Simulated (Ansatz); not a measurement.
Starting cell, SrF₂ (fluorite):

```xyz
6
Lattice="0.0000 5.8573 5.8573 2.9286 2.9286 5.8573 2.9286 2.9286 0.0000" Properties=species:S:1:pos:R:3 pbc="T T T"
Sr     0.0000     0.0000     0.0000
Sr     2.9286     5.8573     2.9286
F      1.4643     1.4643     1.4643
F      1.4643     4.3930     4.3930
F      4.3930     4.3930     4.3930
F      4.3930     7.3216     7.3216
```

The atoms are displaced by Q × the pattern below (from a DFPT mode at X = (0.5, 0.5, 0.0), largest move 1; Q in Å), at fixed cell. (q is in reciprocal vectors of the primitive cell; the cell shown is doubled to hold the pattern.)

| atom | x | y | z |
|---|---|---|---|
| F3 | 0.000 | 0.000 | 1.000 |
| F4 | 0.000 | 0.000 | -1.000 |
| F5 | 0.000 | 0.000 | -1.000 |
| F6 | 0.000 | 0.000 | 1.000 |

Atoms not listed stay in place.

Level of theory: PBE (plane waves to 420 eV, PAW, scalar-relativistic; Ansatz, an electronic-structure program). k mesh 10×10×10 (Γ-centred), Fermi-Dirac smearing 0.05 eV. Energies are smeared free energies. SrF2 was relaxed with its symmetry unable to fall. ΔE is measured from the undisplaced structure.

```tsv
Q (Å)	ΔE (meV/cell)	−dE/dQ from forces (eV/Å)
-0.180	(withheld)	6.070
-0.150	(withheld)	4.986
-0.120	(withheld)	3.944
-0.090	131	2.933
-0.060	58	1.944
-0.030	15	0.968
0.000	0	0.000
0.030	15	-0.968
0.060	58	-1.944
0.090	131	-2.933
0.120	(withheld)	-3.944
0.150	(withheld)	-4.986
0.180	(withheld)	-6.070
```

**Question.** Complete the blanks.

**Answer.** 
- -0.180, ΔE (meV/cell): 534
- -0.150, ΔE (meV/cell): 368
- -0.120, ΔE (meV/cell): 234
- 0.120, ΔE (meV/cell): 234
- 0.150, ΔE (meV/cell): 368
- 0.180, ΔE (meV/cell): 534

(For displaced atoms, the force is minus the slope of the energy, and its curvature is a force constant, which sets phonon frequencies.)
